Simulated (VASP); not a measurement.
Set up this calculation in VASP 6.6.1, as the native input.

* Task: single point
* Functional: PBE
* Potentials or basis: VASP PAW PBE potentials, release 64 (B, As)
* Cutoff: 520 eV
* k mesh: 2 × 2 × 2
* Occupations: gaussian, width 0.02 eV
* Spin: no spin polarisation
* Further INCAR settings: ALGO = Normal; EDIFF = 1e-07; NBANDS = 11

The structure of BAs lies in POSCAR:

```
BAs                                     
1.0
    0.0000000000      2.5262310803      2.5262310803
    2.5262310803      0.0000000000      2.5262310803
    2.5262310803      2.5262310803      0.0000000000
  B               As            
     1     1
Direct
     0.0000000000000000    0.0000000000000000    0.0000000000000000
     0.2500000000000000    0.2500000000000000    0.2500000000000000
```

The cell isn't the ideal one: a relaxed cell with its volume scaled by 1.06.

These files were run (other wordings do the same):

INCAR

```
SYSTEM = BAs
PREC = Accurate
ENCUT = 520
EDIFF = 1E-7
ISMEAR = 0
SIGMA = 0.02
LREAL = .False.
LASPH = .True.
NELM = 80
ALGO = Normal
ISIF = 2
LWAVE = .False.
LCHARG = .False.
GGA = PE
NBANDS = 11
```

KPOINTS

```
regular mesh
0
Gamma
  2 2 2
  0 0 0
```

Potentials or basis: VASP PAW PBE potentials, release 64 (B, As).

Launch:

```console
$ cat potpaw_PBE.64/B/POTCAR potpaw_PBE.64/As/POTCAR > POTCAR
$ mpirun -np 1 vasp_std > vasp.out
```

It gave:

```
Pressure               : -5.8 GPa
Band gap on the k mesh : 1.51 eV, indirect (least direct gap 2.71 eV)
```

Caveat: the k mesh is coarse (spacing up to 1.08 Å⁻¹), so the values aren't converged.

It took 3.7 s on 1 thread of Intel(R) Xeon(R) Platinum 8259CL CPU @ 2.50GHz (Skylake/Cascade Lake) (shared host), peak memory 0.14 GiB.
